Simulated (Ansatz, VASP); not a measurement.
Given: the input of a run of VASP 6.6.1 on Si.

Contents of POSCAR:

```
Si
1.0
    0.0000000000      2.7218511865      2.7218511865
    2.7218511865      0.0000000000      2.7218511865
    2.7218511865      2.7218511865      0.0000000000
Si
2
Direct
    0.5000000000      0.5000000000      0.5000000000
    0.7500000000      0.7500000000      0.7500000000
```

File INCAR.step1:

```
SYSTEM = Si
PREC = Accurate
ENCUT = 520
EDIFF = 1E-5
ISMEAR = -1
SIGMA = 0.05
LREAL = .False.
LASPH = .True.
NELM = 100
ALGO = Normal
ISIF = 2
LWAVE = .True.
NBANDS = 11
GGA = PE
```

File INCAR.step2:

```
SYSTEM = Si
PREC = Accurate
ENCUT = 520
EDIFF = 1E-7
ISMEAR = -1
SIGMA = 0.05
LREAL = .False.
LASPH = .True.
NELM = 100
ALGO = Normal
ISIF = 2
LWAVE = .False.
LCHARG = .False.
GGA = PE
LHFCALC = .True.
HFSCREEN = 0.2
AEXX = 0.4
PRECFOCK = Fast
NBANDS = 11
ISTART = 1
```

KPOINTS

```
regular mesh
0
Gamma
  4 4 4
  0 0 0
```

Potentials or basis: VASP PAW PBE potentials, release 64 (Si).

Command:

```sh
$ cat potpaw_PBE.64/Si/POTCAR > POTCAR
$ cp INCAR.step1 INCAR
$ mpirun -np 1 vasp_std > vasp.out
$ cp INCAR.step2 INCAR
$ mpirun -np 1 vasp_std > vasp.out
```

Question: Translate it to Ansatz 0.2.0. Potentials there: Ansatz PAW.

Answer: As run (the cutoff follows the program's own potentials):

input.yaml

```yaml
crystal:
  lattice:
    - [0.0, 2.7218511865, 2.7218511865]
    - [2.7218511865, 0.0, 2.7218511865]
    - [2.7218511865, 2.7218511865, 0.0]
  atoms:
    - { symbol: Si, position: [0.5, 0.5, 0.5] }
    - { symbol: Si, position: [0.75, 0.75, 0.75] }
hamiltonian:
  xc: { exchange: pbe, correlation: pbe, exx: { coeff: 0.4, omega: 0.2 } }
  pseudopotentials: { kind: paw }
kpoints:
  mp_grid: { grid: [4, 4, 4] }
scf:
  occupations: { method: fermi_dirac, width: 0.05 }
output:
  forces: true
  stress: true
  eigenvalues: true
```

Potentials or basis: Ansatz PAW.

Run with:

```console
$ ansatz run input.yaml --threads 2 --pin off --max-ram 5632MiB --backend cpu --events-out ev --progress --plain --runs-dir out
```

Both were run:

|  | VASP | Ansatz | Ansatz less VASP |
| --- | --- | --- | --- |
| gap on the k mesh at the Fermi level (eV) | 1.78 | 1.76 | -0.022 |
| least direct gap on the mesh (eV) | 3.89 | 3.87 | -0.017 |
| pressure (GPa) | -1.0 | -0.5 | +0.52 |

The functional is the same, so the differences come from potentials, cutoffs and numerics.

Caveats: the k mesh is coarse (spacing up to 0.50 Å⁻¹), so the values aren't converged, least of all with exact exchange; the PAW data sets were made with another functional, which shifts forces and pressure a little (VASP); the PAW data sets come from PBE, with cores solved anew for the run's functional, which leaves a small shift of forces and pressure (Ansatz); the thresholds are loose for stress (Ansatz). A k mesh can miss the band edges.
